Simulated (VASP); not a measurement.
# EuS under changes of volume

One of the cells (26.952 Å³/atom); the others are scaled copies at fixed shape and fractional positions:

```xyz
2
Lattice="0.0000 2.9982 2.9982 2.9982 0.0000 2.9982 2.9982 2.9982 0.0000" Properties=species:S:1:pos:R:3 pbc="T T T"
Eu    0.0000    0.0000    0.0000
S     2.9982    2.9982    2.9982
```

| Property | Result |
| --- | --- |
| Program | VASP 6.6.1 |
| Functional | PBEsol |
| Potentials or basis | VASP PAW PBE potentials, release 64 (Eu, S) |
| Cutoff | 520 eV |
| k mesh | 8 × 8 × 8 |
| Occupations | fermi-dirac, width 0.05 eV |
| Spin | collinear spin, ferromagnetic start |
| Starting moments | [7.0, 0.0] μB |

```tsv
volume (Å³/atom)	energy over the lowest point (meV/atom)	pressure (GPa)	moment (μB per cell)
24.838	0.00	-3.3	6.95
25.367	12.02	-4.2	6.96
25.895	27.01	-5.1	6.97
26.952	64.43	-6.4	6.98
27.481	?	?	?
28.009	109.90	-7.5	6.99
```

Question: What does the run at 27.481 Å³/atom give?

Answer: Energy over the lowest point 86.27 meV/atom; pressure -7.0 GPa; moment 6.98 μB per cell.

Worked out: A Birch-Murnaghan fit of order 3 (a polynomial in V^(-2/3)) to the other rows has no minimum within the range. It gives 86.31 meV/atom at 27.481 Å³/atom, against the run's 86.27, and -dE/dV = -6.9 GPa, against -7.0. A straight line through the other rows of the moment, of slope 0.0122 μB per Å³/atom, gives 6.99 μB, against the run's 6.98.

Energies are extrapolated to zero smearing.

Caveats: the PAW data sets were made with another functional, which shifts forces and pressure a little; a cell with one magnetic atom can't hold antiferromagnetic order, which such compounds often take; without U or exact exchange the open f shell lies at the Fermi level, which spoils levels, moments and volumes.
